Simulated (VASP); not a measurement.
# Cu (Fm-3m) in VASP: single point with PBE

Aim: the single point of Cu with PBE.

All numbers are computed with VASP 6.6.1; they aren't measurements. Logs are shortened: lines on timing, memory, paths and dates and some standing lists are left out, and cuts for length are marked.

## 1. The crystal as given

Symmetry: Fm-3m, No. 225, cubic system. The conventional cell has a = 3.635 Å, b = 3.635 Å, c = 3.635 Å, α = 90.00°, β = 90.00°, γ = 90.00°. Around Cu (site symmetry m-3m) lie 12 Cu at 2.57 Å.

The cell was built by a generator and needn't be a form met in nature.

## 2. Single point, PBE

The input, INCAR:

```
PREC     = Accurate       # precision mode
ENCUT    = 350            # plane-wave cutoff, eV
EDIFF    = 1E-6           # SCF threshold, eV
ISMEAR   = 1              # smearing method
SIGMA    = 0.1            # smearing width, eV
LREAL    = False          # projectors in reciprocal space
LASPH    = True           # aspherical terms in the spheres
NELM     = 60             # most SCF steps
ALGO     = Normal         # electronic algorithm
ISIF     = 2              # what is computed and relaxed
LWAVE    = False          # write WAVECAR
LCHARG   = False          # write CHGCAR
GGA      = PE             # functional
```

The input, KPOINTS:

```
Automatic mesh
0
Gamma
  3 3 3
```

The input, POSCAR:

```
Cu
1.0
    0.0000000000      7.2700000000      7.2700000000
    7.2700000000      0.0000000000      7.2700000000
    7.2700000000      7.2700000000      0.0000000000
Cu
64
Direct
    0.0000000000      0.0000000000      0.0000000000
    0.0000000000      0.0000000000      0.2500000000
    0.0000000000      0.0000000000      0.5000000000
    0.0000000000      0.0000000000      0.7500000000
    0.0000000000      0.2500000000      0.0000000000
    0.0000000000      0.2500000000      0.2500000000
    0.0000000000      0.2500000000      0.5000000000
    0.0000000000      0.2500000000      0.7500000000
    0.0000000000      0.5000000000      0.0000000000
    0.0000000000      0.5000000000      0.2500000000
    0.0000000000      0.5000000000      0.5000000000
    0.0000000000      0.5000000000      0.7500000000
    0.0000000000      0.7500000000      0.0000000000
    0.0000000000      0.7500000000      0.2500000000
    0.0000000000      0.7500000000      0.5000000000
    0.0000000000      0.7500000000      0.7500000000
    0.2500000000      0.0000000000      0.0000000000
    0.2500000000      0.0000000000      0.2500000000
    0.2500000000      0.0000000000      0.5000000000
    0.2500000000      0.0000000000      0.7500000000
    0.2500000000      0.2500000000      0.0000000000
    0.2500000000      0.2500000000      0.2500000000
    0.2500000000      0.2500000000      0.5000000000
    0.2500000000      0.2500000000      0.7500000000
    0.2500000000      0.5000000000      0.0000000000
    0.2500000000      0.5000000000      0.2500000000
    0.2500000000      0.5000000000      0.5000000000
    0.2500000000      0.5000000000      0.7500000000
    0.2500000000      0.7500000000      0.0000000000
    0.2500000000      0.7500000000      0.2500000000
    0.2500000000      0.7500000000      0.5000000000
    0.2500000000      0.7500000000      0.7500000000
    0.5000000000      0.0000000000      0.0000000000
    0.5000000000      0.0000000000      0.2500000000
    0.5000000000      0.0000000000      0.5000000000
    0.5000000000      0.0000000000      0.7500000000
    0.5000000000      0.2500000000      0.0000000000
    0.5000000000      0.2500000000      0.2500000000
    0.5000000000      0.2500000000      0.5000000000
    0.5000000000      0.2500000000      0.7500000000
    0.5000000000      0.5000000000      0.0000000000
    0.5000000000      0.5000000000      0.2500000000
    0.5000000000      0.5000000000      0.5000000000
    0.5000000000      0.5000000000      0.7500000000
    0.5000000000      0.7500000000      0.0000000000
    0.5000000000      0.7500000000      0.2500000000
    0.5000000000      0.7500000000      0.5000000000
    0.5000000000      0.7500000000      0.7500000000
    0.7500000000      0.0000000000      0.0000000000
    0.7500000000      0.0000000000      0.2500000000
    0.7500000000      0.0000000000      0.5000000000
    0.7500000000      0.0000000000      0.7500000000
    0.7500000000      0.2500000000      0.0000000000
    0.7500000000      0.2500000000      0.2500000000
    0.7500000000      0.2500000000      0.5000000000
    0.7500000000      0.2500000000      0.7500000000
    0.7500000000      0.5000000000      0.0000000000
    0.7500000000      0.5000000000      0.2500000000
    0.7500000000      0.5000000000      0.5000000000
    0.7500000000      0.5000000000      0.7500000000
    0.7500000000      0.7500000000      0.0000000000
    0.7500000000      0.7500000000      0.2500000000
    0.7500000000      0.7500000000      0.5000000000
    0.7500000000      0.7500000000      0.7500000000
```

Potentials or basis: VASP PAW PBE potentials, release 64 (Cu).

Command:

```console
$ cat potpaw_PBE.64/Cu/POTCAR > POTCAR
$ mpirun -np 1 vasp_std > vasp.out
```

OUTCAR:

```text
PREC = Accurate
   ENCUT = 350
   EDIFF = 1E-6
   ISMEAR = 1
   LREAL = False
   LASPH = True
   NELM = 60
   ISIF = 2
   GGA = PE

 ion  position               nearest neighbor table
   1  0.000  0.000  0.000-   2 2.57   4 2.57   5 2.57   8 2.57  13 2.57  14 2.57  17 2.57  20 2.57
                            29 2.57  49 2.57  50 2.57  53 2.57
   2  0.000  0.000  0.250-   1 2.57   3 2.57   5 2.57   6 2.57  14 2.57  15 2.57  17 2.57  18 2.57
                            30 2.57  50 2.57  51 2.57  54 2.57
   3  0.000  0.000  0.500-   2 2.57   4 2.57   6 2.57   7 2.57  15 2.57  16 2.57  18 2.57  19 2.57
                            31 2.57  51 2.57  52 2.57  55 2.57
   4  0.000  0.000  0.750-   1 2.57   3 2.57   7 2.57   8 2.57  13 2.57  16 2.57  19 2.57  20 2.57
                            32 2.57  49 2.57  52 2.57  56 2.57
   5  0.000  0.250  0.000-   1 2.57   2 2.57   6 2.57   8 2.57   9 2.57  12 2.57  17 2.57  21 2.57
                            24 2.57  53 2.57  54 2.57  57 2.57
   6  0.000  0.250  0.250-   2 2.57   3 2.57   5 2.57   7 2.57   9 2.57  10 2.57  18 2.57  21 2.57
                            22 2.57  54 2.57  55 2.57  58 2.57
   7  0.000  0.250  0.500-   3 2.57   4 2.57   6 2.57   8 2.57  10 2.57  11 2.57  19 2.57  22 2.57
                            23 2.57  55 2.57  56 2.57  59 2.57
   8  0.000  0.250  0.750-   1 2.57   4 2.57   5 2.57   7 2.57  11 2.57  12 2.57  20 2.57  23 2.57
                            24 2.57  53 2.57  56 2.57  60 2.57
   9  0.000  0.500  0.000-   5 2.57   6 2.57  10 2.57  12 2.57  13 2.57  16 2.57  21 2.57  25 2.57
[... 117 lines left out ...]
 A1 = (   0.0000000000,   7.2700000000,   7.2700000000)
 A2 = (   7.2700000000,   0.0000000000,   7.2700000000)
 A3 = (   7.2700000000,   7.2700000000,   0.0000000000)

Analysis of symmetry for initial positions (statically):
=====================================================================
 Subroutine PRICEL returns following result:

  LATTYP: Found a face centered cubic cell.
 ALAT       =     3.6350000000

  Lattice vectors:

 A1 = (   0.0000000000,   1.8175000000,   1.8175000000)
 A2 = (   1.8175000000,   0.0000000000,   1.8175000000)
 A3 = (   1.8175000000,   1.8175000000,   0.0000000000)

  64 primitive cells build up your supercell.

 Routine SETGRP: Setting up the symmetry group for a
 face centered cubic supercell.

 Subroutine GETGRP returns: Found 48 space group operations
 (whereof 48 operations were pure point group operations)
 out of a pool of 48 trial point group operations.

The static configuration has the point symmetry O_h .

Analysis of symmetry for dynamics (positions and initial velocities):
=====================================================================
 Subroutine PRICEL returns following result:

[... 106 lines left out ...]
   NELECT =     704.0000    total number of electrons
   NUPDOWN=      -1.0000    fix difference up-down
   EMIN   =  10.00;   EMAX   =-10.00  energy-range for DOS
   EFERMI =   0.00;   METHOD = LEGACY
   ISMEAR =     1;   SIGMA  =   0.10  broadening in eV -4-tet -1-fermi 0-gaus
   EFERMI_NEDOS =   21; number of points for ismear=-14 and -15
   IALGO  =     38    algorithm
   IMIX   =      4    mixing-type and parameters
     AMIX     =   0.40;   BMIX     =  1.00
     AMIX_MAG =   1.60;   BMIX_MAG =  1.00
  volume/ion in A,a.u.               =      12.01        81.03
  Fermi-wavevector in a.u.,A,eV,Ry     =   1.589967  3.004601 34.395439  2.527993
  Thomas-Fermi vector in A             =   2.688734
   LORBIT       =      0    0 simple, 1 ext, 2 COOP (PROOUT), +10 PAW based schemes
   GGA     = PE    functional components
   LHFCALC =     F    Hartree Fock is set to
   AEXX    =    0.0000 exact exchange contribution
   IVDW    =     0    specifies the selected vdW correction
   LEPSILON=     F    determine dielectric tensor
   LRPA    =     F    only Hartree local field effects (RPA)
 non-spin polarized calculation
 Methfessel and Paxton  Order N= 1 SIGMA  =   0.10
  energy-cutoff  :      350.00
  volume of cell :      768.48
 maximum number of plane-waves:     11527
   NGX = 31   NGY = 31   NGZ = 31

 number of electron     704.0001129 magnetization

 Free energy of the ion-electron system (eV)
  ---------------------------------------------------
  ext. energy  EPLUGINS =         0.00000000
  ---------------------------------------------------
  free energy    TOTEN  =      -238.76534413 eV

  energy without entropy =     -238.78832316  energy(sigma->0) =     -238.77300380

 E-fermi :   7.2874     XC(G=0): -12.6328

 val. band max:        7.2866761406   @ k =   0.3333   0.3333   0.0000
 cond. band min:       7.2915641816   @ k =  -0.3333   0.3333   0.0000
 fundamental gap:      0.0048880411
 Fermi energy:         7.2873652624

 k-point     1 :       0.0000    0.0000    0.0000
  band No.  band energies     occupation
      1      -1.8476      2.00000
      2       0.2520      2.00000
      3       0.2520      2.00000
      4       0.2520      2.00000
      5       0.2520      2.00000
      6       0.2520      2.00000
[... 1457 lines left out ...]
    363       8.6915     -0.00000
    364       8.6915     -0.00000
 [bands above 364 left out]

------------------------ aborting loop because EDIFF is reached ----------------------------------------

  FORCE on cell =-STRESS in cart. coord.  units (eV):
  Direction    XX          YY          ZZ          XY          YZ          ZX
  --------------------------------------------------------------------------------------
  -------------------------------------------------------------------------------------
  Total       -1.0440800     -1.0440800     -1.0440800     -0.0000000     -0.0000000      0.0000000
  in kB       -2.1767629     -2.1767629     -2.1767629     -0.0000000     -0.0000000      0.0000000
  external PRESSURE =      -2.1767629 kB  Pullay stress =       0.0000000 kB

 VOLUME and BASIS-vectors are now :
 -----------------------------------------------------------------------------
  energy-cutoff  :      350.00
  volume of cell :      768.48
      direct lattice vectors                 reciprocal lattice vectors
     0.000000000  7.270000000  7.270000000    -0.068775791  0.068775791  0.068775791
     7.270000000  0.000000000  7.270000000     0.068775791 -0.068775791  0.068775791
     7.270000000  7.270000000  0.000000000     0.068775791  0.068775791 -0.068775791

 POSITION                                       TOTAL-FORCE (eV/Angst)
 -----------------------------------------------------------------------------------
      0.00000      0.00000      0.00000        -0.000000     -0.000000      0.000000
      1.81750      1.81750      0.00000         0.000000     -0.000000      0.000000
      3.63500      3.63500      0.00000        -0.000000     -0.000000     -0.000000
      5.45250      5.45250      0.00000        -0.000000      0.000000      0.000000
      1.81750      0.00000      1.81750        -0.000000     -0.000000      0.000000
      3.63500      1.81750      1.81750         0.000000     -0.000000      0.000000
[... 56 lines left out ...]
      9.08750      9.08750     10.90500         0.000000     -0.000000     -0.000000
     10.90500     10.90500     10.90500         0.000000      0.000000     -0.000000
 -----------------------------------------------------------------------------------
    total drift:                                0.000000      0.000000      0.000000

  FREE ENERGIE OF THE ION-ELECTRON SYSTEM (eV)
  ---------------------------------------------------
  free  energy   TOTEN  =      -238.7653441273 eV

  energy  without entropy=     -238.7883231561  energy(sigma->0) =     -238.77300380
```

Wall time 52 min (1 thread of Intel Xeon Platinum 8488C (Sapphire Rapids), shared host); peak memory 0.83 GiB.

What came out:

| Quantity | Value |
| --- | --- |
| Free energy | -238.7653 eV |
| Pressure | -0.2 GPa |
| Band gap on the k mesh | none (metal or under the smearing width) |

Caveat: the cutoff is under 1.25 times the usual one of these potentials, so pressure, stress and relaxed cells hold a basis-set (Pulay) error.
